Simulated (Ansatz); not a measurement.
# Ruthenium, hcp under PBEsol: structure, energy and stiffness, part 1 of 2

What does PBEsol give for ruthenium in the hcp structure? We relax it, solve it on a dense k-mesh, switch on spin-orbit coupling, then scale the cell to 7 volumes from 88 to 112 % of the relaxed one and try a fit of the equation of state. The start is ferromagnetic. The k-meshes are 13×13×8 for the relaxation; 22×22×12 for the dense run; 13×13×8 for spin-orbit coupling; 22×22×12 for the volumes. The starting cell is the deposited one, from the Crystallography Open Database.

Program: Ansatz 0.2.0. Level of theory: DFT PBEsol, plane waves (420 eV) with PAW, scalar-relativistic; PBE-made PAW files. These are calculated values, not measurements.

## 1. The starting structure

Symmetry: P6_3/mmc, No. 194, hexagonal system. Conventional cell: a = 2.704 Å, b = 2.704 Å, c = 4.282 Å, α = 90.00°, β = 90.00°, γ = 120.00°. Ru (site symmetry -6m2) is surrounded by 12 Ru at 2.65 to 2.70 Å.

Coordinates:

```
Ru
1.0
     2.70389    0.00000    0.00000
    -1.35194    2.34164    0.00000
     0.00000    0.00000    4.28168
Ru
2
Cartesian
  0.0000 1.5611 1.0704
  1.3519 0.7805 3.2113
```

Starting moments (μB): +1 ×2.

## 2. Relaxing cell and atoms

The input, input.yaml:

```yaml
crystal:
  lattice:
    - [2.7038898633, 0.0, 0.0]
    - [-1.3519449316, 2.3416373106, 0.0]
    - [0.0, 0.0, 4.28168]
  atoms:
    - { symbol: Ru, position: [0.3333333333, 0.6666666667, 0.25], spin: 1.0 }
    - { symbol: Ru, position: [0.6666666667, 0.3333333333, 0.75], spin: 1.0 }
hamiltonian:
  xc: pbesol
  pseudopotentials:
    kind: paw
    azcp:
      Ru: "pseudopotentials/Ru.paw.azcp"
basis:
  ecutwfc: 420
  fft_grid_basis: typed
kpoints:
  mp_grid: { grid: [13, 13, 8], shift: [0, 0, 0] }
magnetization:
  spin_polarized: true
scf:
  occupations: { method: fermi_dirac, width: 0.05 }
relax:
  max_steps: 60
  f_tol: 0.01
  cell: {}
```

The log of the run:

```text
Warning: <dir> the record states the generating functional pbe (its physics header spells it `PBE`), which answers neither for hamiltonian.xc's functional nor for the pbesol family's — results may be inconsistent (PPs are generated against a specific XC)
Warning: RAYON_NUM_THREADS=4 ignored (pool sized by the plan → 4); use --threads N
Engine: ansatz 0.2.0, x86_64-unknown-linux-gnu
Pseudopotentials: kind: paw
Pseudopotential: Ru, paw, valence charge 16, recommended cutoff 420 eV (normal), <dir>
Functional definition: PBEsol
  exchange = pbesol_x
  correlation = pbesol_c
Crystal: 2 atoms, lattice volume = 27.110 Å³
Basis set: ecut = 420 eV, 537 PW (Γ), exchange–correlation on 40×40×60 points (8 copies of the dense FFT grid, shifted against one another)
Bands: 21, of which v1, the nominal top of the filled ones, is band 16 counted from 1 (15 counted from 0)
Symmetry: 24 space group operations
Space group: P63/mmc (ITA 194), of the structure as read, at distance tolerance 3.0e-5 Å
Magnetic group: BNS 194.263 (UNI 1493), of the structure as read, at distance tolerance 3.0e-5 Å
k-points: 105 of 1352
Non-local potential: Ru, projectors of the file, l = 0: 3, l = 1: 2, l = 2: 2, l = 3: 1
PAW form: soft (Blöchl's): semilocal exchange-correlation on the pseudo side does not see the compensation charge
PAW frozen core: Ru, regenerated for the run's functional, and the local potential with it (the file was generated under x = pbe(κ = 0.804, μ = 0.2195149727645171), c = pbe(β = 0.06672455060314922))
PAW one-centre angular grid: Ru, 590 points (default); XC on 64 Gauss nodes
Initial density: superposition of atomic densities (chi_scale 0.1, normalization cell)
Starting moments: Σ|m| = 2 μB on 2 of 2 sites
Initial wavefunctions: pseudopotential atomic-orbital guess
Functional: x = pbesol(κ = 0.804, μ = 0.12345679012345678), c = pbesol(β = 0.046)
SCF iter   1: F=—  HF=-11635.101278 eV  |F-HF|=—  |Δ(HF+E_count)|=         —  Δρ=8.53e-2 (↑8.53e-2 ↓5.19e-2)  dr2=4.41e0  dr2_m=1.97e-1  M=0.835 μB ∫|m|=0.840 μB  β_m=0.30  ethr=3.10e-3  ⟨swp⟩=5.1  Hψ=17768  notcnv=0
Mixer restart at iter 1: flushing history
preconditioner: auto → none  [metal: Δε(μ)=0.012 eV  Ē_g=8.117 eV  σ=0.050 eV  W_gap=0.06  n_scr=8 (ndim 8)  ℏωp=28.5 eV  f_vac=0.000  D(μ)=1.94/eV (n_scr^D=22)  sad-step TF]
SCF iter   2: F=—  HF=-11633.533616 eV  |F-HF|=—  |Δ(HF+E_count)|=    1.57e0  Δρ=6.00e-2 (↑6.00e-2 ↓3.39e-2)  dr2=1.93e0  dr2_m=1.30e-1  M=0.717 μB ∫|m|=0.723 μB  β_m=0.60  ethr=3.10e-3  ⟨swp⟩=2.8  Hψ=8701  notcnv=0  defer=70
SCF iter   3: F=—  HF=-11632.938115 eV  |F-HF|=—  |Δ(HF+E_count)|=   5.96e-1  Δρ=1.12e-2 (↑1.03e-2 ↓1.12e-2)  dr2=8.61e-3  dr2_m=2.30e-2  M=0.354 μB ∫|m|=0.369 μB  β_m=0.80  ethr=3.10e-3  ⟨swp⟩=2.1  Hψ=7962  notcnv=0  defer=70
SCF iter   4: F=—  HF=-11633.008198 eV  |F-HF|=—  |Δ(HF+E_count)|=         —  Δρ=9.22e-3 (↑9.22e-3 ↓7.64e-3)  dr2=1.14e-3  dr2_m=1.74e-2  M=0.021 μB ∫|m|=0.036 μB  β_m=0.80  ethr=2.69e-5  ⟨swp⟩=2.1  Hψ=10473  notcnv=0  defer=43
Mixer restart at iter 4: flushing history
SCF iter   5: F=—  HF=-11633.004134 eV  |F-HF|=—  |Δ(HF+E_count)|=   4.06e-3  Δρ=3.23e-3 (↑1.67e-3 ↓3.23e-3)  dr2=9.02e-4  dr2_m=1.42e-3  M=0.006 μB ∫|m|=0.013 μB  β_m=0.90  ethr=3.57e-6  ⟨swp⟩=2.0  Hψ=8378  notcnv=0  defer=43
SCF iter   6: F=—  HF=-11633.004794 eV  |F-HF|=—  |Δ(HF+E_count)|=   6.60e-4  Δρ=1.86e-3 (↑1.86e-3 ↓1.39e-3)  dr2=2.54e-3  dr2_m=1.79e-5  M=0.001 μB ∫|m|=0.002 μB  β_m=0.68  ethr=2.82e-6  ⟨swp⟩=2.0  Hψ=8671  notcnv=0  defer=43
SCF iter   7: F=—  HF=-11633.003475 eV  |F-HF|=—  |Δ(HF+E_count)|=   1.32e-3  Δρ=7.90e-5 (↑7.90e-5 ↓5.63e-5)  dr2=2.11e-7  dr2_m=1.07e-6  M=0.000 μB ∫|m|=0.001 μB  β_m=0.84  ethr=2.82e-6  ⟨swp⟩=2.0  Hψ=7574  notcnv=0  defer=43
SCF iter   8: F=—  HF=-11633.003477 eV  |F-HF|=—  |Δ(HF+E_count)|=   2.49e-6  Δρ=9.83e-6 (↑7.11e-6 ↓9.83e-6)  dr2=8.90e-9  dr2_m=1.33e-8  M=-0.000 μB ∫|m|=0.000 μB  β_m=0.86  ethr=6.61e-10  ⟨swp⟩=2.5  Hψ=8494  notcnv=0  defer=43
SCF iter   9: F=—  HF=-11633.003477 eV  |F-HF|=—  |Δ(HF+E_count)|=   4.50e-8  Δρ=2.29e-6 (↑1.62e-6 ↓2.29e-6)  dr2=2.66e-9  dr2_m=2.56e-10  M=-0.000 μB ∫|m|=0.000 μB  β_m=0.88  ethr=2.78e-11  ⟨swp⟩=2.5  Hψ=7762  notcnv=0  defer=43
SCF iter  10: F=-11633.003477 eV  HF=-11633.003477 eV  |F-HF|=1.31e-10  |Δ(HF+E_count)|=   2.00e-9  Δρ=5.39e-7 (↑4.27e-7 ↓5.39e-7)  dr2=1.97e-10  dr2_m=7.07e-12  M=-0.000 μB ∫|m|=0.000 μB  ethr=8.32e-12  ⟨swp⟩=1.5  Hψ=12960  notcnv=0
WARN: the starting moments were not kept: the SCF closed with an absolute magnetisation of 2.0e-6 μB, where they sum to 2 μB in size (2 sites). That is at most 0.1 of that sum. Measured as dr2_m measures the in/out step, that magnetisation stands 4.7e-13 eV from none, at or under the dr2_threshold of 1.0e-7 eV: it is no larger than a step whose dr2_m would equal this threshold. The system may hold no moment; this SCF shows only that its start led to no more than that. To try another start: raise the starting moments (crystal.atoms[].spin, magnetization.per_species, magnetization.initial_magnetization, or on a non-collinear deck that types none of these the spinor_matrix: blocks that start its atoms; where the total moment is fixed, keep their sum and leave initial_magnetization as it is; typed ones take the place of any that the run laid by itself, positive ones on a crystal's lanthanoids without a Hubbard term where scf.initial_density.shell_occupations: [] is typed) or, if the notice of its spin-set hold's release reads "site moments contracting" or "site moments show no strong build", lengthen the hold (scf.mixing.spin_hold: { on: { confirm: 4 } }; for m-r²SCAN on two components see the key's manual first). Each may lead to a state that holds a moment. A second SCF, from the converged charge density, with the starting moments and any scf.initial_density.shell_occupations laid on it anew, would have followed, and was not run: the deck does not ask for one (magnetization.retry_lost_moments is false, the default). To let it run, set magnetization.retry_lost_moments: true and run the deck again, where that key's refused combinations let it; where memory then withholds it, that run's warning says so.
SCF 1 converged in 10 iterations: F = -11633.003477 eV  dr2 = 1.97e-10
relax step   1: F+E_penalty+E_count = -11633.00347723 eV  Δ(F+E_penalty+E_count) = +0.000e0 eV  max|allowed force component| = 2.082e-17 eV/Å  Δτ_max = 0.0000 Å  P = -5.841 GPa  Ω = 27.110 Å³  (10 SCF iters, dr2 threshold 1.00e-7 eV, accepted)
Crystal: 2 atoms, lattice volume = 26.143 Å³
Initial density: handed on by an earlier stage of this run
Starting moments: Σ|m| = 2 μB on 2 of 2 sites; this step starts from the density that it was given
Initial wavefunctions: those handed on with the density
iter 1 solved again at ethr=1.36e-5 eV; its pass at ethr=3.10e-3 eV (dr2=4.35e-3 eV) is discarded
SCF iter   1: F=—  HF=-11632.996856 eV  |F-HF|=—  |Δ(HF+E_count)|=         —  Δρ=3.05e-3 (↑3.05e-3 ↓1.77e-3)  dr2=3.55e-3  dr2_m=4.74e-4  M=0.016 μB ∫|m|=0.016 μB  β_m=0.30  ethr=1.36e-5  ⟨swp⟩=2.0  Hψ=23610  notcnv=0
preconditioner: auto → none  [metal: Δε(μ)=0.010 eV  Ē_g=8.003 eV  σ=0.050 eV  W_gap=0.05  n_scr=8 (ndim 8)  ℏωp=29.0 eV  f_vac=0.000  D(μ)=1.42/eV (n_scr^D=22)]
SCF iter   2: F=—  HF=-11632.997608 eV  |F-HF|=—  |Δ(HF+E_count)|=   7.51e-4  Δρ=1.79e-3 (↑1.79e-3 ↓1.10e-3)  dr2=4.65e-4  dr2_m=2.89e-4  M=0.012 μB ∫|m|=0.012 μB  β_m=0.39  ethr=1.11e-5  ⟨swp⟩=2.4  Hψ=6044  notcnv=0
SCF iter   3: F=—  HF=-11633.000502 eV  |F-HF|=—  |Δ(HF+E_count)|=   2.89e-3  Δρ=8.28e-4 (↑8.28e-4 ↓7.89e-4)  dr2=7.24e-5  dr2_m=1.10e-4  M=0.006 μB ∫|m|=0.006 μB  β_m=0.68  ethr=1.45e-6  ⟨swp⟩=1.4  Hψ=5028  notcnv=0
SCF iter   4: F=—  HF=-11633.002278 eV  |F-HF|=—  |Δ(HF+E_count)|=         —  Δρ=2.27e-4 (↑1.05e-4 ↓2.27e-4)  dr2=1.09e-5  dr2_m=4.70e-6  M=0.001 μB ∫|m|=0.001 μB  β_m=0.68  ethr=2.26e-7  ⟨swp⟩=2.0  Hψ=7339  notcnv=0
Mixer restart at iter 4: flushing history
SCF iter   5: F=—  HF=-11633.002333 eV  |F-HF|=—  |Δ(HF+E_count)|=   5.53e-5  Δρ=7.39e-5 (↑7.39e-5 ↓7.02e-5)  dr2=6.58e-7  dr2_m=8.56e-7  M=0.000 μB ∫|m|=0.000 μB  β_m=0.69  ethr=3.41e-8  ⟨swp⟩=2.0  Hψ=7199  notcnv=0
SCF iter   6: F=—  HF=-11633.002342 eV  |F-HF|=—  |Δ(HF+E_count)|=   9.13e-6  Δρ=5.16e-5 (↑2.20e-5 ↓5.16e-5)  dr2=9.73e-7  dr2_m=1.42e-7  M=0.000 μB ∫|m|=0.000 μB  β_m=0.70  ethr=2.06e-9  ⟨swp⟩=2.0  Hψ=7776  notcnv=0
SCF iter   7: F=—  HF=-11633.002344 eV  |F-HF|=—  |Δ(HF+E_count)|=   1.95e-6  Δρ=2.64e-6 (↑2.64e-6 ↓2.32e-6)  dr2=1.17e-9  dr2_m=4.98e-10  M=-0.000 μB ∫|m|=0.000 μB  β_m=0.79  ethr=2.06e-9  ⟨swp⟩=2.0  Hψ=7166  notcnv=0
SCF iter   8: F=-11633.002344 eV  HF=-11633.002344 eV  |F-HF|=2.16e-10  |Δ(HF+E_count)|=  2.13e-10  Δρ=6.87e-7 (↑6.08e-7 ↓6.87e-7)  dr2=3.20e-10  dr2_m=8.36e-12  M=-0.000 μB ∫|m|=0.000 μB  ethr=3.66e-12  ⟨swp⟩=1.0  Hψ=13069  notcnv=0
the starting moments were not kept: the SCF closed with an absolute magnetisation of 1.7e-6 μB, where they sum to 2 μB in size (2 sites). That is at most 0.1 of that sum. Measured as dr2_m measures the in/out step, that magnetisation stands 2.8e-13 eV from none, at or under the dr2_threshold of 2.0e-7 eV: it is no larger than a step whose dr2_m would equal this threshold.
SCF 2 converged in 8 iterations: F = -11633.002344 eV  dr2 = 3.20e-10
relax step   2: F+E_penalty+E_count = -11633.00234404 eV  Δ(F+E_penalty+E_count) = +1.133e-3 eV  max|allowed force component| = 3.701e-17 eV/Å  Δτ_max = 0.0000 Å  P = +6.954 GPa  Ω = 26.143 Å³  energy of the carried Pulay correction = +2.661e-4 eV  (8 SCF iters, dr2 threshold 2.00e-7 eV, rejected (line search))
Crystal: 2 atoms, lattice volume = 26.672 Å³
iter 1 solved again at ethr=7.83e-6 eV; its pass at ethr=3.10e-3 eV (dr2=2.51e-3 eV) is discarded
SCF iter   1: F=—  HF=-11633.009088 eV  |F-HF|=—  |Δ(HF+E_count)|=         —  Δρ=2.10e-3 (↑2.10e-3 ↓1.37e-3)  dr2=2.45e-3  dr2_m=1.39e-4  M=-0.010 μB ∫|m|=0.010 μB  β_m=0.65  ethr=7.83e-6  ⟨swp⟩=2.0  Hψ=22727  notcnv=0
preconditioner: auto → none  [metal: Δε(μ)=0.002 eV  Ē_g=7.825 eV  σ=0.050 eV  W_gap=0.01  n_scr=2 (ndim 8)  ℏωp=28.8 eV  f_vac=0.000  D(μ)=1.51/eV (n_scr^D=22)]
SCF iter   2: F=—  HF=-11633.010951 eV  |F-HF|=—  |Δ(HF+E_count)|=   1.86e-3  Δρ=1.27e-3 (↑1.01e-3 ↓1.27e-3)  dr2=9.57e-4  dr2_m=4.25e-5  M=-0.004 μB ∫|m|=0.004 μB  β_m=0.37  ethr=7.65e-6  ⟨swp⟩=2.0  Hψ=7528  notcnv=0
SCF iter   3: F=—  HF=-11633.010900 eV  |F-HF|=—  |Δ(HF+E_count)|=   5.16e-5  Δρ=5.21e-4 (↑5.21e-4 ↓4.99e-4)  dr2=4.53e-5  dr2_m=3.69e-5  M=-0.004 μB ∫|m|=0.004 μB  β_m=0.68  ethr=2.99e-6  ⟨swp⟩=2.2  Hψ=6499  notcnv=0
SCF iter   4: F=—  HF=-11633.012917 eV  |F-HF|=—  |Δ(HF+E_count)|=   2.02e-3  Δρ=2.70e-4 (↑1.53e-4 ↓2.70e-4)  dr2=4.02e-5  dr2_m=1.91e-6  M=-0.001 μB ∫|m|=0.001 μB  β_m=0.84  ethr=1.42e-7  ⟨swp⟩=2.0  Hψ=7722  notcnv=0
SCF iter   5: F=—  HF=-11633.013305 eV  |F-HF|=—  |Δ(HF+E_count)|=   3.88e-4  Δρ=6.25e-5 (↑4.97e-5 ↓6.25e-5)  dr2=2.95e-6  dr2_m=2.56e-8  M=-0.000 μB ∫|m|=0.000 μB  β_m=0.77  ethr=1.26e-7  ⟨swp⟩=2.0  Hψ=7101  notcnv=0
SCF iter   6: F=—  HF=-11633.013329 eV  |F-HF|=—  |Δ(HF+E_count)|=   2.40e-5  Δρ=2.38e-5 (↑2.18e-5 ↓2.38e-5)  dr2=5.24e-7  dr2_m=1.25e-9  M=-0.000 μB ∫|m|=0.000 μB  β_m=0.88  ethr=9.22e-9  ⟨swp⟩=2.9  Hψ=8009  notcnv=0
SCF iter   7: F=—  HF=-11633.013335 eV  |F-HF|=—  |Δ(HF+E_count)|=   5.86e-6  Δρ=1.05e-5 (↑9.77e-6 ↓1.05e-5)  dr2=1.06e-7  dr2_m=9.36e-11  M=-0.000 μB ∫|m|=0.000 μB  β_m=0.94  ethr=1.64e-9  ⟨swp⟩=2.0  Hψ=7097  notcnv=0
SCF iter   8: F=—  HF=-11633.013336 eV  |F-HF|=—  |Δ(HF+E_count)|=   5.98e-7  Δρ=4.52e-7 (↑4.52e-7 ↓4.24e-7)  dr2=1.51e-10  dr2_m=8.87e-13  M=-0.000 μB ∫|m|=0.000 μB  β_m=0.97  ethr=3.32e-10  ⟨swp⟩=2.0  Hψ=7188  notcnv=0
SCF iter   9: F=—  HF=-11633.013336 eV  |F-HF|=—  |Δ(HF+E_count)|=  7.55e-10  Δρ=2.08e-7 (↑2.08e-7 ↓2.08e-7)  dr2=4.25e-11  dr2_m=4.54e-14  M=-0.000 μB ∫|m|=0.000 μB  β_m=0.99  ethr=1.00e-12  ⟨swp⟩=2.0  Hψ=7411  notcnv=0
SCF iter  10: F=—  HF=-11633.013336 eV  |F-HF|=—  |Δ(HF+E_count)|=  1.22e-10  Δρ=3.87e-8 (↑3.38e-8 ↓3.87e-8)  dr2=1.29e-12  dr2_m=1.66e-15  M=0.000 μB ∫|m|=0.000 μB  β_m=0.92  ethr=1.00e-12  ⟨swp⟩=2.0  Hψ=5853  notcnv=0
SCF iter  11: F=-11633.013336 eV  HF=-11633.013336 eV  |F-HF|=5.46e-12  |Δ(HF+E_count)|=  7.28e-12  Δρ=5.07e-9 (↑4.21e-9 ↓5.07e-9)  dr2=8.61e-15  dr2_m=1.60e-16  M=0.000 μB ∫|m|=0.000 μB  ethr=1.00e-12  ⟨swp⟩=3.1  Hψ=16229  notcnv=0
the starting moments were not kept: the SCF closed with an absolute magnetisation of 1.3e-8 μB, where they sum to 2 μB in size (2 sites). That is at most 0.1 of that sum. Measured as dr2_m measures the in/out step, that magnetisation stands 3.1e-17 eV from none, at or under the dr2_threshold of 2.0e-11 eV: it is no larger than a step whose dr2_m would equal this threshold.
SCF 3 converged in 11 iterations: F = -11633.013336 eV  dr2 = 8.61e-15
relax step   3: F+E_penalty+E_count = -11633.01333553 eV  Δ(F+E_penalty+E_count) = -9.858e-3 eV  max|allowed force component| = 2.082e-17 eV/Å  Δτ_max = 0.0000 Å  P = -0.383 GPa  Ω = 26.672 Å³  energy of the carried Pulay correction = +1.195e-4 eV  (11 SCF iters, accepted)
[... 10 lines left out ...]
relax step   4: F+E_penalty+E_count = -11633.01338816 eV  Δ(F+E_penalty+E_count) = -5.263e-5 eV  max|allowed force component| = 1.156e-17 eV/Å  Δτ_max = 0.0000 Å  P = +0.014 GPa  Ω = 26.642 Å³  energy of the carried Pulay correction = +1.278e-4 eV  (5 SCF iters, dr2 threshold 2.00e-7 eV, accepted)
Initial wavefunctions: pseudopotential atomic-orbital guess (no wavefunctions were taken with the density)
iter 1 solved again at ethr=1.05e-8 eV; its pass at ethr=3.10e-3 eV (dr2=3.35e-6 eV) is discarded
SCF iter   1: F=—  HF=-11633.013249 eV  |F-HF|=—  |Δ(HF+E_count)|=         —  Δρ=2.09e-5 (↑2.09e-5 ↓2.08e-5)  dr2=1.08e-7  dr2_m=1.55e-11  M=0.000 μB ∫|m|=0.000 μB  β_m=0.65  ethr=1.05e-8  ⟨swp⟩=3.0  Hψ=31108  notcnv=0
preconditioner: auto → none  [metal: Δε(μ)=0.061 eV  Ē_g=7.820 eV  σ=0.050 eV  W_gap=0.27  n_scr=2 (ndim 8)  ℏωp=28.8 eV  f_vac=0.000  D(μ)=1.47/eV (n_scr^D=22)]
SCF iter   2: F=—  HF=-11633.013249 eV  |F-HF|=—  |Δ(HF+E_count)|=   2.03e-8  Δρ=7.59e-6 (↑7.59e-6 ↓7.49e-6)  dr2=2.36e-8  dr2_m=4.44e-12  M=0.000 μB ∫|m|=0.000 μB  β_m=0.43  ethr=3.39e-10  ⟨swp⟩=2.0  Hψ=7786  notcnv=0
SCF iter   3: F=—  HF=-11633.013249 eV  |F-HF|=—  |Δ(HF+E_count)|=   7.77e-9  Δρ=4.79e-6 (↑4.79e-6 ↓4.76e-6)  dr2=3.00e-9  dr2_m=2.78e-12  M=0.000 μB ∫|m|=0.000 μB  β_m=0.56  ethr=7.38e-11  ⟨swp⟩=2.1  Hψ=6245  notcnv=0
SCF iter   4: F=—  HF=-11633.013249 eV  |F-HF|=—  |Δ(HF+E_count)|=   2.30e-9  Δρ=7.92e-7 (↑7.89e-7 ↓7.92e-7)  dr2=9.31e-11  dr2_m=2.79e-13  M=0.000 μB ∫|m|=0.000 μB  β_m=0.75  ethr=9.37e-12  ⟨swp⟩=2.1  Hψ=7760  notcnv=0
SCF iter   5: F=—  HF=-11633.013249 eV  |F-HF|=—  |Δ(HF+E_count)|=  9.75e-10  Δρ=1.89e-7 (↑1.80e-7 ↓1.89e-7)  dr2=3.40e-11  dr2_m=7.56e-15  M=0.000 μB ∫|m|=0.000 μB  β_m=0.86  ethr=1.00e-12  ⟨swp⟩=1.0  Hψ=4410  notcnv=0
SCF iter   6: F=—  HF=-11633.013249 eV  |F-HF|=—  |Δ(HF+E_count)|=  1.78e-10  Δρ=6.06e-8 (↑6.06e-8 ↓5.99e-8)  dr2=3.61e-12  dr2_m=9.48e-17  M=-0.000 μB ∫|m|=0.000 μB  β_m=0.93  ethr=1.00e-12  ⟨swp⟩=1.0  Hψ=4410  notcnv=0
SCF iter   7: F=-11633.013249 eV  HF=-11633.013249 eV  |F-HF|=3.64e-12  |Δ(HF+E_count)|=  1.09e-11  Δρ=4.09e-9 (↑4.09e-9 ↓3.88e-9)  dr2=1.24e-14  dr2_m=1.04e-17  M=-0.000 μB ∫|m|=0.000 μB  ethr=1.00e-12  ⟨swp⟩=3.6  Hψ=17086  notcnv=0
the starting moments were not kept: the SCF closed with an absolute magnetisation of 3.0e-9 μB, where they sum to 2 μB in size (2 sites). That is at most 0.1 of that sum. Measured as dr2_m measures the in/out step, that magnetisation stands 2.1e-18 eV from none, at or under the dr2_threshold of 2.0e-11 eV: it is no larger than a step whose dr2_m would equal this threshold.
SCF 5 converged in 7 iterations: F = -11633.013249 eV  dr2 = 1.24e-14
relax step   5: F+E_penalty+E_count = -11633.01324943 eV  Δ(F+E_penalty+E_count) = +1.387e-4 eV  max|allowed force component| = 1.388e-17 eV/Å  Δτ_max = 0.0000 Å  P = +0.023 GPa  Ω = 26.642 Å³  stress off target by 4.07e-2 GPa  SCF on the basis re-selected at this cell (its energy is not comparable with the rows above)  (7 SCF iters)
basis re-selected at this cell: Δ(F+E_penalty+E_count) = +1.387e-4 eV, ΔP = +0.009 GPa vs the last step (what re-selecting the basis moved, of the pressure what is left beyond the Pulay correction that the steps carried, after the strain that the cell walked since its last selection, with what the two solves' SCF thresholds leave and, on support functions, any second-order correction that the steps lacked; it is no measure of the basis error at this ecutwfc). This SCF's stress stands 4.07e-2 GPa from its target on what of the cell is left free (relax.cell.stress_tol is 5.00e-2 GPa) and its largest allowed force component is 1.39e-17 eV/Å (relax.f_tol is 1.00e-2 eV/Å): within both
SCF converged after 7 iterations
Magnetization: -0.0000 μB (16.0000 up, 16.0000 down)
Absolute magnetization: 0.0000 μB (∫|ρ↑−ρ↓|, with the PAW one-centre terms)
Spin contamination: 0.0000 ħ² per cell (⟨S²⟩ above its minimum at these occupations)
Per-site moments (μB) at R_I (Å): [(-1.3116348388555967e-9, 1.0845854345957915), (-1.311634971668742e-9, 1.0845854345957915)]
Free energy (F): -11633.013249 eV
Harris-Foulkes:  -11633.013249 eV  (|F-HF|=3.64e-12)
Internal energy: -11633.000739 eV  (E = F + TS)
E sigma→0 (E₀):  -11633.006994 eV
Entropy (-TS):   -0.012511 eV (-6.255 meV/atom)
Fermi energy:    23.978154 eV
--- Per-component energies (eV) ---
  E_band       = -94.337653
  E_kinetic    = 1029.504562
  E_local      = -2476.880527  (includes V_loc(G=0)·N_el)
  E_nonlocal   = 689.323645
  E_hartree    = 793.345634
  E_xc         = -379.668386
  E_vxc        = -478.322960  (∫ρ·V_xc dr)
  E_paw        = -6798.779343  (= ΣΔE_a)
  E_vpaw       = -444.653201  (= ΣTr[D̂ρ^β])
  E_aug_tail   = -0.000437  (compensation charges beyond the density's cutoff)
  E_ewald      = -4490.352479
  E_core_change = 0.506592  (= ΣΔE_core)
  E_smearing   = -0.012511  (= −TS)
  E_closure    = 0.000000  (closes the sum)
  Σ components = -11633.013249   (vs F -11633.013249, Δ=0.00e0)
--- Forces (eV/Å), atoms counted from 1 ---
  atom   1  Ru    -0.00000000     0.00000000     0.00000000
  atom   2  Ru    -0.00000000    -0.00000000     0.00000000
  max |Σ_I F_I| component: 9.25e-18 eV/Å
--- Stress (GPa, compression-positive) ---
        0.013746       0.000000       0.000000
        0.000000       0.013746       0.000000
        0.000000       0.000000       0.040655
  P = ⅓ Tr σ = 0.0227 GPa (0.227 kbar)
--- Relaxed structure (4 steps of the walk, 3 accepted, 1 SCFs on fresh bases) ---
  F+E_penalty+E_count = -11633.01324943 eV   max|allowed force component| = 1.388e-17 eV/Å   (the final SCF, on the basis selected at the relaxed cell)
  cell:  # Å, volume = 26.6424 Å³
    - [2.693583866048072, -2.8757489963689687e-11, 0.0]
    - [-1.3467919329991316, 2.3327120552359095, 0.0]
    - [0.0, 0.0, 4.240161984635678]
  atoms:
    - { symbol: Ru, position: [0.33333333333333337, 0.6666666666666666, 0.24999999999999997] }
    - { symbol: Ru, position: [0.6666666666666667, 0.3333333333333333, 0.7499999999999999] }
```

Run time: 6 s. Hardware: 4 threads of an x86-64 CPU, shared host; peak memory 0.42 GiB.

Step by step:

```csv
step,energy change (meV/atom),largest force (eV/Å),pressure (GPa),volume (Å³/atom),accepted
1,0.00,0.0000,-5.84,13.555,yes
2,0.57,0.0000,6.95,13.071,no
3,-4.93,0.0000,-0.38,13.336,yes
4,-4.96,0.0000,0.01,13.321,yes
5,-4.89,0.0000,0.02,13.321,yes
```

Steps that repeat a cell are solved on a basis chosen anew, so their changes of energy are no gain of the relaxation.

The cell of the run, before and after:

|  | before | after | change |
| --- | --- | --- | --- |
| a (Å) | 2.704 | 2.694 | -0.4 % |
| b (Å) | 2.704 | 2.694 | -0.4 % |
| c (Å) | 4.282 | 4.240 | -1.0 % |
| volume (Å³/atom) | 13.555 | 13.321 | -1.7 % |
| shortest distance (Å) | 2.650 | 2.629 | -0.8 % |
| space group (spins left aside) | P6_3/mmc | P6_3/mmc | same |

(Continued in part 2 of 2.)
